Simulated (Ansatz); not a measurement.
Wurtzite BN, relaxed with r2SCAN in the PAW code Ansatz. The symmetry is P6_3mc (No. 186, hexagonal); conventional cell a = 2.544 Å, c = 4.208 Å, 5.90 Å³ an atom. Around B lie 4 N at 1.56–1.58 Å; around N lie 4 B at 1.56–1.58 Å.

The axes x, y and z are those of this cell:
```yaml
crystal:
  lattice:
    - [2.54395, 0.00000, 0.00000]
    - [-1.27198, 2.20313, 0.00000]
    - [0.00000, 0.00000, 4.20782]
  atoms:
    - { symbol: B, position: [0.33333, 0.66667, 0.00020] }
    - { symbol: B, position: [0.66667, 0.33333, 0.50020] }
    - { symbol: N, position: [0.33333, 0.66667, 0.37480] }
    - { symbol: N, position: [0.66667, 0.33333, 0.87480] }
```

Unstrained: PBE gives an indirect gap of 5.207 eV, from Γ to K; the least direct gap is 8.298 eV at Γ–M (0.20 of the way from Γ). The r2SCAN gap is indirect, 5.752 eV (Γ to K), below the direct gap of 9.001 eV at Γ–M (0.20 of the way from Γ). HSE06 gives an indirect gap of 6.530 eV, from Γ to K; the least direct gap is 9.956 eV at Γ–M (0.22 of the way from Γ). Meshes: PBE 12×12×6, r2SCAN 12×12×6, HSE06 9×9×4. Strains are changes of length per length, and xy shears are angles. After each strain the atoms were relaxed again with r2SCAN within the symmetry that the strain leaves, so tilts or polar shifts that break it weren't tested; points keep the names that they have in the unstrained zone. The values are computed, spin-unpolarised, and not measurements.

Problem. Apply uniaxial +1.5 % along x, other directions held. How far does the gap move, against the unstrained cell?

Solution. PBE: the gap goes from 5.207 to 5.210 eV (+0.003 eV); the edges go from Γ → K to Γ → (0.331, 1/3, 0); with r2SCAN the top three valence levels at Γ, grouped 2+1 from the top over 271 meV, become 1+1+1 over 288 meV. r2SCAN: the gap goes from 5.752 to 5.752 eV (0.000 eV); the edges go from Γ → K to Γ → (0.331, 1/3, 0). HSE06: the gap goes from 6.530 to 6.532 eV (+0.002 eV); the edges go from Γ → K to Γ → (0.331, 1/3, 0). The r2SCAN energy rises by 3.9 meV an atom.

Problem. Apply xy shear, engineering strain (angle) -4.0 %. How far does the gap move, against the unstrained cell?

Solution. PBE: the gap goes from 5.207 to 5.049 eV (-0.158 eV); the edges go from Γ → K to Γ → (1/3, 0.328, 0); with r2SCAN the top three valence levels at Γ, grouped 2+1 from the top over 271 meV, become 1+1+1 over 429 meV. r2SCAN: the gap goes from 5.752 to 5.593 eV (-0.159 eV); the edges go from Γ → K to Γ → (1/3, 0.328, 0). HSE06: the gap goes from 6.530 to 6.379 eV (-0.151 eV); the edges go from Γ → K to Γ → (1/3, 0.328, 0). The r2SCAN energy rises by 12.4 meV an atom.

Problem. Apply isotropic -3.0 % on every length. How far does the gap move, against the unstrained cell?

Solution. PBE: the gap goes from 5.207 to 4.999 eV (-0.208 eV); with r2SCAN the top three valence levels at Γ, grouped 2+1 from the top over 271 meV, become 2+1 over 350 meV. r2SCAN: the gap goes from 5.752 to 5.567 eV (-0.185 eV). HSE06: the gap goes from 6.530 to 6.334 eV (-0.196 eV). The r2SCAN energy rises by 63.2 meV an atom.

Problem. Estimate what uniaxial +4.0 % along z, other directions held does to the gap.

Solution. PBE: the gap goes from 5.207 to 5.289 eV (+0.082 eV). r2SCAN: the gap goes from 5.752 to 5.821 eV (+0.069 eV). HSE06: the gap goes from 6.530 to 6.615 eV (+0.085 eV). The r2SCAN energy rises by 28.0 meV an atom.

Where an edge lies off the special points, it is a point of the mesh or the k point where a search put PBE's edge or least direct gap, reused for the other functionals, whose own edges may lie a little apart.

Coordinates of k points refer to the reciprocal vectors of the primitive cell of the runs.

The meshes of the hybrids are coarse, so their gaps aren't converged to the digits shown.

The splittings at Γ are without spin-orbit coupling, which regroups them where it is of like size or larger.
